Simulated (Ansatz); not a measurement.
# Ge (P6_3/mmc) in Ansatz: notebook

The runs below take Ge through band structure, elastic constants, with PBE, LDA.

Everything below comes from runs of Ansatz 0.2.0. Logs are shortened: lines on timing, memory, paths and dates and some standing lists are left out, and cuts for length are marked.

## Step 1: The crystal as given

The structure is hexagonal, space group P6_3/mmc (No. 194). The conventional cell has a = 3.998 Å, b = 3.998 Å, c = 6.599 Å, α = 90.00°, β = 90.00°, γ = 120.00°. Around Ge (site symmetry 3m) lie 4 Ge at 2.45 to 2.47 Å.

This isn't the form of Ge at room conditions, which is diamond.

## Step 2: Band structure, PBE

input.yaml reads:

```yaml
crystal:
  lattice:
    - [3.9975858431, 0.0, 0.0]
    - [-1.9987929216, 3.462010894, 0.0]
    - [0.0, 0.0, 6.59937795]
  atoms:
    - { symbol: Ge, position: [0.3333333333, 0.6666666667, 0.93709875] }
    - { symbol: Ge, position: [0.6666666667, 0.3333333333, 0.43709875] }
    - { symbol: Ge, position: [0.3333333333, 0.6666666667, 0.56290125] }
    - { symbol: Ge, position: [0.6666666667, 0.3333333333, 0.06290125] }
hamiltonian:
  xc: pbe
  pseudopotentials: { kind: paw }
kpoints:
  mp_grid: { grid: [8, 8, 4] }
  band_path:
    path:
      - [[0.0, 0.0, 0.0], [0.5, 0.0, 0.0], [0.3333333333, 0.3333333333, 0.0], [0.0, 0.0, 0.0], [0.0, 0.0, 0.5], [0.5, 0.0, 0.5], [0.3333333333, 0.3333333333, 0.5], [0.0, 0.0, 0.5]]
      - [[0.5, 0.0, 0.5], [0.5, 0.0, 0.0]]
      - [[0.3333333333, 0.3333333333, 0.0], [0.3333333333, 0.3333333333, 0.5]]
    npoints: 14
scf:
  occupations: { method: fermi_dirac, width: 0.05 }
  n_extra_bands: 10
output:
  forces: true
  stress: true
  eigenvalues: true
  fatbands: false
```

Potentials or basis: Ansatz PAW.

Command:

```bash
> ansatz run input.yaml --threads 2 --pin off --max-ram 5632MiB --backend cpu --events-out ev --progress --plain --runs-dir out
```

Log:

```text
Warning: RAYON_NUM_THREADS=2 ignored (pool sized by the plan → 2); use --threads N
scf.n_extra_bands = 10 over 28 filled bands (N_el = 56.0): the run solves 38 bands
Engine: ansatz 0.2.0, x86_64-unknown-linux-gnu
Pseudopotentials: kind: paw
Pseudopotential: Ge, paw, valence charge 14, recommended cutoff 420 eV (normal), Ge.paw.azcp
Functional definition: PBE
  parameter kappa = 0.804
  parameter beta = 0.06672455060314922
  exchange = pbe_x(kappa = kappa, mu = beta*pi^2/3)
  correlation = pbe_c(beta = beta)
Crystal: 4 atoms, lattice volume = 91.333 Å³
Basis set: ecut = 420 eV, 1763 PW (Γ), exchange–correlation on 54×54×90 points (8 copies of the dense FFT grid, shifted against one another)
Bands: 38, of which v1, the nominal top of the filled ones, is band 28 counted from 1 (27 counted from 0)
Symmetry: 24 space group operations
Space group: P63/mmc (ITA 194), of the structure as read, at distance tolerance 4.5e-5 Å
k-points: 30 of 256
Non-local potential: Ge, projectors of the file, l = 0: 2, l = 1: 2, l = 2: 3, l = 3: 1
PAW form: soft (Blöchl's): semilocal exchange-correlation on the pseudo side does not see the compensation charge
PAW one-centre angular grid: Ge, 590 points (default); XC on 64 Gauss nodes
Initial density: superposition of atomic densities (neutral atoms: chi_scale 0, normalization atom), corrected by the library's trained network
Initial wavefunctions: pseudopotential atomic-orbital guess
Functional: x = pbe(κ = 0.804, μ = 0.2195149727645171), c = pbe(β = 0.06672455060314922)
SCF iter   1: F=—  HF=-17179.823649 eV  |F-HF|=—  |Δ(HF+E_count)|=         —  Δρ=1.16e-3  dr2=1.37e-3  ethr=1.77e-3  ⟨swp⟩=5.8  Hψ=4501  notcnv=0  defer=9
preconditioner: auto → Kerker (q_TF=auto, 2.515 Å⁻¹)  [metal: Δε(μ)=0.118 eV  Ē_g=24.296 eV  σ=0.050 eV  W_gap=0.50  n_scr=22 (ndim 8)  ℏωp=29.1 eV  f_vac=0.070  D(μ)=0.14/eV (n_scr^D=0)]
SCF iter   2: F=—  HF=-17179.822145 eV  |F-HF|=—  |Δ(HF+E_count)|=   1.50e-3  Δρ=9.87e-4  dr2=8.10e-4  ethr=2.45e-6  ⟨swp⟩=2.0  Hψ=1995  notcnv=0  defer=46
SCF iter   3: F=—  HF=-17179.821980 eV  |F-HF|=—  |Δ(HF+E_count)|=   1.65e-4  Δρ=5.97e-4  dr2=4.10e-4  ethr=1.45e-6  ⟨swp⟩=2.0  Hψ=1645  notcnv=0  defer=46
SCF iter   4: F=—  HF=-17179.822055 eV  |F-HF|=—  |Δ(HF+E_count)|=   7.45e-5  Δρ=2.68e-4  dr2=4.59e-5  ethr=7.31e-7  ⟨swp⟩=2.0  Hψ=1886  notcnv=0  defer=46
SCF iter   5: F=—  HF=-17179.821912 eV  |F-HF|=—  |Δ(HF+E_count)|=   1.43e-4  Δρ=8.72e-5  dr2=4.58e-6  ethr=8.20e-8  ⟨swp⟩=2.0  Hψ=1863  notcnv=0  defer=46
SCF iter   6: F=—  HF=-17179.821914 eV  |F-HF|=—  |Δ(HF+E_count)|=   2.50e-6  Δρ=2.32e-5  dr2=2.74e-7  ethr=8.18e-9  ⟨swp⟩=2.0  Hψ=1886  notcnv=0  defer=46
SCF iter   7: F=—  HF=-17179.821914 eV  |F-HF|=—  |Δ(HF+E_count)|=   1.24e-7  Δρ=1.27e-5  dr2=1.02e-7  ethr=1.79e-10  ⟨swp⟩=8.1  Hψ=4461  notcnv=0
SCF iter   8: F=-17179.821914 eV  HF=-17179.821914 eV  |F-HF|=1.61e-8  |Δ(HF+E_count)|=   1.31e-8  Δρ=4.78e-6  dr2=1.41e-8  ethr=1.79e-10  ⟨swp⟩=4.9  Hψ=3898  notcnv=0
SCF 1 converged in 8 iterations: F = -17179.821914 eV  dr2 = 1.41e-8
NSCF: frozen V_eff on 129 k-points
SCF converged after 8 iterations
Free energy (F): -17179.821914 eV
Harris-Foulkes:  -17179.821914 eV  (|F-HF|=1.61e-8)
Internal energy: -17179.820700 eV  (E = F + TS)
E sigma→0 (E₀):  -17179.821307 eV
Entropy (-TS):   -0.001214 eV (-0.303 meV/atom)
Fermi energy:    8.542061 eV
--- Per-component energies (eV) ---
  E_band       = -602.326402
  E_kinetic    = 445.982675
  E_local      = -9920.734019  (includes V_loc(G=0)·N_el)
  E_nonlocal   = 1674.297762
  E_hartree    = 4354.348755
  E_xc         = -302.325247
  E_vxc        = -258.513334  (∫ρ·V_xc dr)
  E_paw        = -8079.666505  (= ΣΔE_a)
  E_vpaw       = -1252.071748  (= ΣTr[D̂ρ^β])
  E_aug_tail   = 0.001446  (compensation charges beyond the density's cutoff)
  E_ewald      = -5351.725568
  E_smearing   = -0.001214  (= −TS)
  E_closure    = -0.000000  (closes the sum)
  Σ components = -17179.821914   (vs F -17179.821914, Δ=0.00e0)
--- Forces (eV/Å), atoms counted from 1 ---
  atom   1  Ge     0.00000000    -0.00000000    -0.01404086
  atom   2  Ge    -0.00000000     0.00000000    -0.01404086
  atom   3  Ge     0.00000000    -0.00000000     0.01404086
  atom   4  Ge    -0.00000000     0.00000000     0.01404086
  max |Σ_I F_I| component: 2.31e-17 eV/Å
--- Stress (GPa, compression-positive) ---
        3.025906      -0.000000       0.000000
       -0.000000       3.025906       0.000000
        0.000000       0.000000       2.756131
  P = ⅓ Tr σ = 2.9360 GPa (29.360 kbar)
--- Band table (eV; the first three rows and the last of 30) ---
  k-point 0: bands = ["-16.3638", "-16.3638", "-16.3256", "-16.3256", "-16.3256", "-16.3126", "-16.3006", "-16.3006", "-16.2485", "-16.2485", "-16.1244", "-16.1244", "-16.1109", "-16.0952", "-16.0909", "-16.0909", "-16.0733", "-16.0733", "-16.0433", "-16.0433", "-4.2575", "-2.2189", "0.9105", "7.0375", "7.0375", "8.3577", "8.4371", "8.5080", "8.6344", "8.6344", "10.7796", "10.7796", "11.2654", "13.0624", "13.0624", "14.6649", "15.8541", "15.8541"]
  k-point 1: bands = ["-16.3596", "-16.3596", "-16.3343", "-16.3343", "-16.3231", "-16.3139", "-16.2909", "-16.2909", "-16.2561", "-16.2561", "-16.1187", "-16.1187", "-16.1093", "-16.0981", "-16.0958", "-16.0958", "-16.0678", "-16.0678", "-16.0471", "-16.0471", "-4.0705", "-2.7383", "1.8086", "6.0166", "7.2017", "7.2017", "8.2761", "8.2761", "8.6372", "9.8218", "11.1460", "11.1460", "11.7776", "12.6621", "12.6621", "15.1502", "16.4198", "16.4198"]
  k-point 2: bands = ["-16.3484", "-16.3484", "-16.3484", "-16.3484", "-16.3178", "-16.3178", "-16.2732", "-16.2732", "-16.2732", "-16.2732", "-16.1067", "-16.1067", "-16.1067", "-16.1067", "-16.1044", "-16.1044", "-16.0569", "-16.0569", "-16.0569", "-16.0569", "-3.5283", "-3.5283", "3.7108", "3.7108", "7.6607", "7.6607", "7.6607", "7.6607", "9.2064", "9.2064", "11.8816", "11.8816", "11.8816", "11.8816", "14.0912", "14.0912", "15.9849", "15.9849"]
  k-point 29: bands = ["-16.3777", "-16.3777", "-16.3564", "-16.3564", "-16.2918", "-16.2918", "-16.2306", "-16.2306", "-16.2148", "-16.2148", "-16.1721", "-16.1721", "-16.1475", "-16.1475", "-16.1198", "-16.1198", "-16.0467", "-16.0467", "-16.0226", "-16.0226", "-1.2724", "-1.2724", "0.4572", "0.4572", "4.4089", "4.4089", "6.4453", "6.4453", "9.7720", "9.7720", "12.7704", "12.7704", "13.2905", "13.2905", "15.6438", "15.6438", "16.6543", "16.6543"]
```

It took 22 s on 2 threads of Intel Xeon at 2.50GHz (Skylake/Cascade Lake), shared host; peak memory 0.47 GiB.

What came out:

| Quantity | Value |
| --- | --- |
| Free energy | -17179.8219 eV |
| Pressure | 2.9 GPa |
| Largest force | 0.014 eV/Å |
| Band gap along the path | none (metal or under the smearing width) |

Forces on the atoms (eV/Å):
```
Ge   0.000  0.000 -0.014
Ge   0.000  0.000 -0.014
Ge   0.000  0.000  0.014
Ge   0.000  0.000  0.014
```

Stress tensor (GPa, compression positive):
```
3.03 0.00 0.00
0.00 3.03 0.00
0.00 0.00 2.76
```

Levels at the corners of the path, in eV from the Fermi level:
```tsv
point	band 26	band 27	band 28	band 29	band 30	band 31
Γ	-0.18	-0.10	-0.03	0.09	0.09	2.24
M	-3.09	-2.83	-1.47	0.52	1.63	3.54
K	-3.49	-3.49	-3.22	1.46	4.54	4.54
Γ	-0.18	-0.10	-0.03	0.09	0.09	2.24
A	-0.88	-0.88	-0.88	0.66	0.66	3.34
L	-2.57	-2.43	-2.43	0.51	0.51	2.09
H	-4.30	-2.05	-2.05	1.23	1.23	4.11
A	-0.88	-0.88	-0.88	0.66	0.66	3.34
L	-2.57	-2.43	-2.43	0.51	0.51	2.09
M	-3.09	-2.83	-1.47	0.52	1.63	3.54
K	-3.49	-3.49	-3.22	1.46	4.54	4.54
H	-4.30	-2.05	-2.05	1.23	1.23	4.11
```

## Step 3: Elastic constants, LDA

input.yaml reads:

```yaml
crystal:
  lattice:
    - [3.9975858431, 0.0, 0.0]
    - [-1.9987929216, 3.462010894, 0.0]
    - [0.0, 0.0, 6.59937795]
  atoms:
    - { symbol: Ge, position: [0.3333333333, 0.6666666667, 0.93709875] }
    - { symbol: Ge, position: [0.6666666667, 0.3333333333, 0.43709875] }
    - { symbol: Ge, position: [0.3333333333, 0.6666666667, 0.56290125] }
    - { symbol: Ge, position: [0.6666666667, 0.3333333333, 0.06290125] }
hamiltonian:
  xc: lda
  pseudopotentials: { kind: paw }
kpoints:
  mp_grid: { grid: [6, 6, 3] }
scf:
  occupations: { method: fermi_dirac, width: 0.05 }
output:
  forces: true
  stress: true
elastic:
  mode: relaxed_ion
  stencil: two_point
```

Potentials or basis: Ansatz PAW.

Command:

```bash
> ansatz run input.yaml --threads 2 --pin off --max-ram 5632MiB --backend cpu --events-out ev --progress --plain --runs-dir out
```

It took 2.3 min on 2 threads of Intel Xeon at 2.50GHz (Skylake/Cascade Lake), shared host; peak memory 0.43 GiB.

The run converged. Its results:

```yaml
Free_energy: -16862.7441 eV
Pressure: -1.8 GPa
Band_gap_on_the_k_mesh: 0.28 eV, direct
Voigt_bulk_modulus: 63 GPa
```

Stress tensor (GPa, compression positive):
```
-1.63  0.00  0.00
 0.00 -1.63  0.00
 0.00  0.00 -2.07
```

Levels at points of the mesh, in eV from the valence-band top:
```tsv
k point	band 24	band 25	band 26	band 27	band 28	band 29	band 30	band 31	band 32	band 33
(0.00, 0.00, 0.00)	-1.31	-1.31	-0.06	-0.04	0.00	0.28	0.28	2.40	2.40	2.88
(0.00, -0.50, 0.00)	-6.64	-4.42	-2.90	-2.66	-1.28	0.61	1.71	3.64	3.84	4.44
```

Elastic tensor in Voigt notation (GPa, in the Cartesian axes of the cell as first typed):
```
132  32  21   0   0   0
 32 132  21   0   0   0
 21  21 151   0   0   0
  0   0   0  36   0   0
  0   0   0   0  36   0
  0   0   0   0   0  50
```

Caveat: odd divisions of the mesh miss points on the zone boundary, where band edges often lie, so the gap on the mesh can be too wide; the PAW data sets come from PBE, with cores solved anew for the run's functional, which leaves a small shift of forces and pressure. A k mesh can miss the band edges.
